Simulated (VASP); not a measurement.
SrF₂ (fluorite): computed properties

These are r2SCAN meta-GGA, VASP's PBE PAW potentials (set 64) (plane waves; VASP) values and carry that method's errors.

```json
{
 "space_group": "Fm-3m (225)",
 "cell": "a = b = c = 5.7955 Å, α = β = γ = 90.00°",
 "volume_per_atom": "16.22 Å³/atom",
 "band gap (over mesh and band path)": "7.57 eV",
 "smallest direct gap (over mesh and band path)": "7.68 eV",
 "band_edge_character_without_spin_orbit_coupling": "indirect, X to Γ",
 "band_gap_with_spin_orbit_coupling": "7.57 eV",
 "density": "4.29 g/cm³",
 "mean ε∞ (independent particles)": "2.19"
}
```

SrF2 is taken in the cubic space group Fm-3m (No. 225), the fluorite structure, Pearson symbol cF12. Conventional cell: a = 5.795 Å, b = 5.795 Å, c = 5.795 Å, α = 90.00°, β = 90.00°, γ = 90.00°. Sr on 4a has 8 F at 2.510 Å (cubic). F on 8c sees 4 Sr at 2.510 Å (tetrahedral). (Neighbours: up to the widest gap in distance over summed covalent radii, below 1.35, at either atom; cation-cation and far metal-metal contacts left out.)
(The calculation used a cell of 3 atoms; values per cell refer to that cell.)

Measured: gap 11.10 eV (computed value off by -3.53 eV), as given by Andrés Aguado et al., Journal of the Physical Society of Japan (1999), arXiv:cond-mat/9901145.

The compound is SrF2 in the fluorite structure. It was relaxed first. Symmetry was kept, so distortions that lower it aren't found.
